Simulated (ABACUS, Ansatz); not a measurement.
# Si: equilibrium volume by level of theory

**What was measured.** The equilibrium volume of Si (Fd-3m) is reported as 20.02 Å³/atom at 293.15 K (arxiv:1010.2317). The runs below try to reproduce it.

```
Si
1.0
     0.00000    2.72185    2.72185
     2.72185    0.00000    2.72185
     2.72185    2.72185    0.00000
Si
2
Direct
  0.50000 0.50000 0.50000
  0.75000 0.75000 0.75000
```

```tsv
rung	level	program and potentials	cutoff (eV)	k mesh	smearing	task	core time	chip	equilibrium volume (Å³/atom)	miss	notes
GGA	revPBE	Ansatz, Ansatz PAW	420	8 × 8 × 8	fermi-dirac 0.05	relaxation of cell and atoms	2 s	Intel Xeon 6975P-C Granite Rapids	20.72	+3.5 %	potentials made for PBE, which Ansatz adapts in part
GGA + dispersion	PBE+D3(BJ)	Ansatz, Ansatz PAW	420	8 × 8 × 8	fermi-dirac 0.05	relaxation of cell and atoms	3.1 s	Intel Xeon	19.92	-0.5 %	-
GGA + dispersion	BLYP+D4	Ansatz, Ansatz PAW	420	8 × 8 × 8	fermi-dirac 0.05	relaxation of cell and atoms	4.3 s	Intel Xeon	19.93	-0.4 %	potentials made for PBE, which Ansatz adapts in part
GGA + dispersion	RPBE+D3(BJ)	Ansatz, Ansatz PAW	420	8 × 8 × 8	fermi-dirac 0.05	relaxation of cell and atoms	4.7 s	Intel Xeon	18.58	-7.2 %	potentials made for PBE, which Ansatz adapts in part
meta-GGA + dispersion	r2SCAN+D3(BJ)	Ansatz, Ansatz PAW	500	8 × 8 × 8	fermi-dirac 0.05	equation of state	6 s	AMD EPYC 9B45 Zen 5	19.95	-0.3 %	potentials made for PBE, which Ansatz adapts in part
LDA	LDA	Ansatz, JTH PAW LDA	390	8 × 8 × 8	fermi-dirac 0.05	equation of state	6.8 s	Arm Neoverse V1	19.70	-1.6 %	-
GGA + dispersion	PBE+D4	Ansatz, Ansatz PAW	420	8 × 8 × 8	fermi-dirac 0.05	equation of state	13 s	Intel Xeon	19.90	-0.6 %	-
meta-GGA + dispersion	r2SCAN+D4	Ansatz, Ansatz PAW	500	8 × 8 × 8	fermi-dirac 0.05	equation of state	17 s	Arm Neoverse V1	20.00	-0.1 %	potentials made for PBE, which Ansatz adapts in part
meta-GGA + dispersion	r2SCAN+rVV10	Ansatz, Ansatz PAW	500	8 × 8 × 8	fermi-dirac 0.05	equation of state	30 s	Arm Neoverse V1	20.08	+0.3 %	potentials made for PBE, which Ansatz adapts in part
hybrid	PBE0	Ansatz, Ansatz PAW	420	4 × 4 × 4	fermi-dirac 0.05	relaxation of cell and atoms	40 s	Intel Xeon Skylake/Cascade Lake	20.20	+0.9 %	coarse mesh; potentials made for PBE, which Ansatz adapts in part
hybrid	HSE06	Ansatz, Ansatz PAW	420	4 × 4 × 4	fermi-dirac 0.05	relaxation of cell and atoms	51 s	Intel Xeon Skylake/Cascade Lake	20.24	+1.1 %	coarse mesh; potentials made for PBE, which Ansatz adapts in part
GGA	PBE	ABACUS, PseudoDojo NC SR 0.4.1 PBE standard, plane waves	490	8 × 8 × 8	fermi-dirac 0.05	equation of state	82 s	Intel Xeon Platinum 8259CL Skylake/Cascade Lake	20.45	+2.1 %	-
hybrid	HSE06	Ansatz, Ansatz PAW	420	6 × 6 × 6	fermi-dirac 0.05	equation of state	98 s	AMD EPYC 7R13 Zen 3	20.13	+0.5 %	potentials made for PBE, which Ansatz adapts in part
```

Times are single runs on shared hosts and different chips, so they are rough; meshes, cutoffs and the tasks' sizes weigh on the time. All rows: no spin polarisation. Smearing widths are in eV. Meshes differ between rows, which moves values too. Meshes are those of the run's cell of 2 atoms unless a note names another. Relaxations start from the cell shown or near it and stop with a little pressure left. The cell shown, of 20.16 Å³ an atom, is the runs' start and not the measured value. Misses use the values as printed. Runs on faulty files, with rough fits or with known faults for this quantity aren't shown. No row holds spin-orbit coupling.

By rung: LDA 19.70; GGA 20.45 to 20.72; GGA + dispersion 18.58 to 19.93; meta-GGA + dispersion 19.95 to 20.08; hybrid 20.13; hybrid on coarse meshes 20.20 to 20.24 (Å³/atom). Measured: 20.02 Å³/atom at 293.15 K (arxiv:1010.2317). Closest, coarse meshes and atomic bases left aside, is r2SCAN+D4 (-0.1 %), and PBE misses by +2.1 % on plain settings. The runs are for a static lattice, while measurements hold temperature and zero-point motion.
